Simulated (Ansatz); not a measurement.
Run on zincblende ZnSe (110), 1 layer: DFT, PBE, all-electron PAW with datasets made for the crystal, scalar-relativistic (Ansatz 0.2.0).

The slab is cut from a bulk crystal relaxed on PAW files (its atoms may have been relaxed since), whose type needn't be the stable one.

Command: `ansatz run input.yaml --threads 1 --pin off --max-ram 3584MiB --backend cpu --events-out ev --progress --plain --runs-dir out` It took 6.4 s on 1 thread of Intel(R) Xeon(R) 6975P-C (Granite Rapids), on a shared host, peak memory 0.75 GiB.

```yaml
crystal:
  lattice:
    - [4.0536314784, 0.0, 0.0]
    - [0.0, 5.7327006135, 0.0]
    - [0.0, 0.0, 16.0]
  atoms:
    - { symbol: Zn, position: [0.25, 0.125, 0.5] }
    - { symbol: Se, position: [0.75, 0.875, 0.5] }
kpoints:
  mp_grid: { grid: [6, 5, 1] }
scf:
  occupations: { method: fermi_dirac, width: 0.02 }
hamiltonian:
  xc: pbe
  pseudopotentials: { kind: all_electron, datasets: crystal }
output:
  forces: true
  stress: true
  eigenvalues: true
efield:
  axis: 3
  amplitude: 0
  dipole_correction: true
```

Output:

```
hamiltonian.pseudopotentials.datasets: crystal makes datasets for this crystal and solves the spheres of its atoms anew in each pass: cutoff 200.0 eV, the density's 1200.0 eV; for an error of 0.50 meV an atom under PBE, 1.0 meV for the cell; an energy difference from a run of another recipe may be off by several times the error for the cell, under r2SCAN by more, where some 0.1 meV an atom stays at smaller errors; Zn in spheres of 1.376 Å, 12 of its electrons in bands; Se in spheres of 1.106 Å, 6 of its electrons in bands, 10 on its site; only band paths and densities of states list, in semicore columns, the levels of the semicore shells that are solved separately: 3d of Se
Engine: ansatz 0.2.0
Pseudopotentials: kind: all_electron
Pseudopotential: Zn, paw, valence charge 12, recommended cutoff 200 eV (normal), crystal/all_electron/pbe/scalar/gaussian/Zn, Koelling and Harmon's equation, gaussian nucleus
Pseudopotential: Se, paw, valence charge 16, recommended cutoff 200 eV (normal), crystal/all_electron/pbe/scalar/gaussian/Se, Koelling and Harmon's equation, gaussian nucleus
Functional definition: PBE
  parameter kappa = 0.804
  parameter beta = 0.06672455060314922
  exchange = pbe_x(kappa = kappa, mu = beta*pi^2/3)
  correlation = pbe_c(beta = beta)
Crystal: 2 atoms, lattice volume = 371.812 Å³
Basis set: ecut = 200 eV, 2401 PW (Γ), exchange–correlation on 48×72×192 points (8 copies of the dense FFT grid, shifted against one another)
Bands: 13, of which v1, the nominal top of the filled ones, is band 9 counted from 1 (8 counted from 0)
Symmetry: 2 space group operations
k-points: 12 of 30 (time reversal used)
Non-local potential: Zn, projectors of the file, l = 0: 1, l = 1: 1, l = 2: 2
Non-local potential: Se, projectors of the file, l = 0: 1, l = 1: 1
PAW form: soft (Blöchl's): semilocal exchange-correlation on the pseudo side does not see the compensation charge
PAW one-centre angular grid: Zn, 590 points (default); XC on its mesh's 1925 points in the sphere
PAW one-centre angular grid: Se, 110 points (default); XC on its mesh's 1831 points in the sphere
Initial density: superposition of atomic densities (neutral atoms: chi_scale 0, normalization atom)
Initial wavefunctions: pseudopotential atomic-orbital guess
Functional: x = pbe(κ = 0.804, μ = 0.2195149727645171), c = pbe(β = 0.06672455060314922)
iter 1 solved again at ethr=1.64e-2 eV; its pass at ethr=1.00e-1 eV (dr2=2.96e0 eV) is discarded
SCF iter   1: F=—  HF=-114999.080611 eV  |F-HF|=—  |Δ(HF+E_count)|=         —  Δρ=1.58e-2  dr2=3.01e0  ethr=1.64e-2  p=0.000 e·Å  D=3.30e-14 V/Å  ΔV_dip=-0.00 eV  dr2_dipole=4.83e-11  V_vac-E_F(+/−)=5.55/5.55 eV  ⟨swp⟩=5.2  Hψ=958  notcnv=0
efield: sawtooth ramp at fractional position 0.9500 (placed from the atoms, in the widest stretch of the axis that holds none; the zero of the levels goes with the place), width 0.1000; the density the first Hamiltonian is built on has a dipole p = 0.000 e·Å; the dipole correction subtracts the counter field D = 3.30e-14 V/Å, which shifts the + side's vacuum level by -0.00 eV against the − side's; the planar-averaged density in the ramp window peaks in size at 1.3e-6 e/Å³
preconditioner: auto → Resta (q_TF=auto, 1.647 Å⁻¹)  ε∞=1.8  [insulator: Δε(μ)=2.163 eV  Ē_g=9.241 eV  σ=0.020 eV  W_gap=1.00  n_scr=28 (ndim 8)  ℏωp=8.2 eV  f_vac=0.728  D(μ)=0.00/eV (n_scr^D=0)  ε∞_Penn≈1.8  vacuum switching on, ρ_ref=6.2e-3 e/Å³]
iter 2 solved again at ethr=1.44e-3 eV; its pass at ethr=1.64e-2 eV (dr2=2.59e-1 eV) is discarded
SCF iter   2: F=—  HF=-114998.303547 eV  |F-HF|=—  |Δ(HF+E_count)|=   7.77e-1  Δρ=6.85e-3  dr2=2.62e-1  ethr=1.44e-3  p=0.000 e·Å  D=2.52e-7 V/Å  ΔV_dip=-0.00 eV  dr2_dipole=1.73e-9  V_vac-E_F(+/−)=4.88/4.88 eV  ⟨swp⟩=3.1  Hψ=716  notcnv=0  defer=9
SCF iter   3: F=—  HF=-114998.237428 eV  |F-HF|=—  |Δ(HF+E_count)|=   6.61e-2  Δρ=3.16e-3  dr2=4.95e-2  ethr=1.44e-3  p=0.000 e·Å  D=1.06e-5 V/Å  ΔV_dip=-0.00 eV  dr2_dipole=3.71e-11  V_vac-E_F(+/−)=5.05/5.05 eV  ⟨swp⟩=3.2  Hψ=373  notcnv=0  defer=2
SCF iter   4: F=—  HF=-114998.231761 eV  |F-HF|=—  |Δ(HF+E_count)|=   5.67e-3  Δρ=8.67e-4  dr2=3.27e-3  ethr=2.75e-4  p=0.000 e·Å  D=3.52e-6 V/Å  ΔV_dip=-0.00 eV  dr2_dipole=5.98e-10  V_vac-E_F(+/−)=5.08/5.08 eV  ⟨swp⟩=3.6  Hψ=433  notcnv=0  defer=6
SCF iter   5: F=—  HF=-114998.230104 eV  |F-HF|=—  |Δ(HF+E_count)|=   1.66e-3  Δρ=2.51e-4  dr2=2.07e-4  ethr=1.82e-5  p=-0.000 e·Å  D=-5.01e-6 V/Å  ΔV_dip=0.00 eV  dr2_dipole=2.40e-11  V_vac-E_F(+/−)=5.07/5.07 eV  ⟨swp⟩=4.1  Hψ=451  notcnv=0  defer=8
SCF iter   6: F=—  HF=-114998.233882 eV  |F-HF|=—  |Δ(HF+E_count)|=   3.78e-3  Δρ=8.31e-5  dr2=2.33e-5  ethr=1.15e-6  p=-0.000 e·Å  D=-2.14e-6 V/Å  ΔV_dip=0.00 eV  dr2_dipole=1.06e-11  V_vac-E_F(+/−)=5.08/5.08 eV  ⟨swp⟩=2.1  Hψ=673  notcnv=0  defer=1
SCF iter   7: F=—  HF=-114998.233893 eV  |F-HF|=—  |Δ(HF+E_count)|=   1.08e-5  Δρ=2.85e-5  dr2=3.68e-6  ethr=1.29e-7  p=-0.000 e·Å  D=-1.80e-7 V/Å  ΔV_dip=0.00 eV  dr2_dipole=2.27e-16  V_vac-E_F(+/−)=5.08/5.08 eV  ⟨swp⟩=2.5  Hψ=273  notcnv=0  defer=1
SCF iter   8: F=—  HF=-114998.233895 eV  |F-HF|=—  |Δ(HF+E_count)|=   2.15e-6  Δρ=4.08e-6  dr2=9.14e-8  ethr=2.04e-8  p=-0.000 e·Å  D=-2.78e-7 V/Å  ΔV_dip=0.00 eV  dr2_dipole=4.34e-13  V_vac-E_F(+/−)=5.08/5.08 eV  ⟨swp⟩=3.1  Hψ=303  notcnv=0
SCF iter   9: F=-114998.233895 eV  HF=-114998.233895 eV  |F-HF|=2.62e-10  |Δ(HF+E_count)|=   3.07e-8  Δρ=5.48e-7  dr2=1.23e-9  ethr=5.08e-10  p=0.000 e·Å  D=1.52e-7 V/Å  ΔV_dip=-0.00 eV  dr2_dipole=1.96e-13  V_vac-E_F(+/−)=5.08/5.08 eV  ⟨swp⟩=3.2  Hψ=353  notcnv=0
SCF 1 converged in 9 iterations: F = -114998.233887 eV  dr2 = 1.23e-9
  Residual-converged pass: ⟨swp⟩=4.2  Hψ=405  notcnv=0  max |occ|·‖R‖ = 4.7e-6 eV (tolerance 5.3e-6 eV)  dr2=1.26e-9  dr2_onsite=1.36e-9  max |Δocc| = 2.4e-15
  greatest PAW one-centre occupation: 0.986 electrons in one spin orbital (limit 2), on the Zn atom at site 0 (counted from 0), in its partial waves of l = 2
SCF converged after 9 iterations
Free energy (F): -114998.233887 eV
Harris-Foulkes:  -114998.233887 eV  (|F-HF|=2.62e-10)
Internal energy: -114998.233887 eV  (E = F + TS)
E sigma→0 (E₀):  -114998.233887 eV
Past the cutoff: the bands carry plane waves up to 1.75 times it, of which those up to 1.5 times it add -0.000731 eV an atom, each by itself; the spheres take 0.001068 eV an atom off the energy for waves past 1.75 times it
By the cutoff:   a pressure is off by up to 0.005 GPa (1.2 times the spheres' own share and the shells' term, over an atom's volume, and 0.004 GPa: a bound that held against runs at twice the plane waves)
Past the cutoffs: a stress includes 0.0007 GPa for waves and charges beyond them, in addition to the slope of what the spheres take
In the spheres:  the bands' charges fall short by 1.1e-6 e at most (sound up to 1e-3), those of shells solved beside the bands by 9.1e-8 e (sound up to 5e-4)
Fermi energy:    -3.366091 eV
Dipole field:    D = -0.000000 V/Å  (p = -0.000001 e·Å, saw-weighted, corrected)
Work function:   Φ+ = 5.0757 eV   Φ− = 5.0757 eV
Levels:          The Fermi level and band energies are counted from a zero that moves with the ramp; work functions are not
--- Per-component energies (eV) ---
  E_band       = -164.700104
  E_kinetic    = 136.267047
  E_local      = -10599.167486  (includes V_loc(G=0)·N_el)
  E_nonlocal   = -216.270198
  E_hartree    = 5022.212841
  E_xc         = -104.130754
  E_vxc        = -125.350344  (∫ρ·V_xc dr)
  E_paw        = -119662.990857  (= ΣΔE_a)
  E_vpaw       = -8738.633185  (= ΣTr[D̂ρ^β])
  E_efield     = 0.000000  (sawtooth field / dipole correction)
  E_vefield    = 0.000000  (∫n·V_field dr)
  E_ewald      = 1091.818210
  E_smearing   = -0.000000  (= −TS)
  E_closure    = 9334.027309  (closes the sum)
  Σ components = -114998.233887   (vs F -114998.233887, Δ=0.00e0)
  The terms above E_closure are by the made datasets' own strengths, without shells solved beside the bands.
--- Forces (eV/Å), atoms counted from 1 ---
  atom   1  Zn    -0.00000000    -1.90817655    -0.00000104
  atom   2  Se     0.00000000     1.90819839     0.00000003
  max |Σ_I F_I| component: 2.18e-5 eV/Å
--- Stress (GPa, compression-positive) ---
       -1.085971       0.000000      -0.000000
        0.000000      -1.350636       0.000000
       -0.000000       0.000000       0.000067
  P = ⅓ Tr σ = -0.8122 GPa (-8.122 kbar)
  It holds what live shells' own plane waves past their cutoff add
--- Band table (eV; the first three rows and the last of 12) ---
  k-point 0: bands = ["-15.3260", "-10.3862", "-10.2852", "-10.2684", "-10.1908", "-10.1668", "-6.1420", "-4.5418", "-4.3007", "-2.9359", "0.6564"]
  k-point 1: bands = ["-15.3218", "-10.3869", "-10.2830", "-10.2688", "-10.1924", "-10.1667", "-6.2991", "-4.5158", "-4.2892", "-2.5660", "0.5117"]
  k-point 2: bands = ["-15.3150", "-10.3880", "-10.2793", "-10.2695", "-10.1951", "-10.1667", "-6.5140", "-4.4723", "-4.2705", "-1.8950", "0.2778"]
  k-point 11: bands = ["-15.0248", "-10.3147", "-10.2572", "-10.2138", "-10.1757", "-10.0959", "-7.5423", "-5.1592", "-3.8200", "-2.8188", "0.3513"]
```
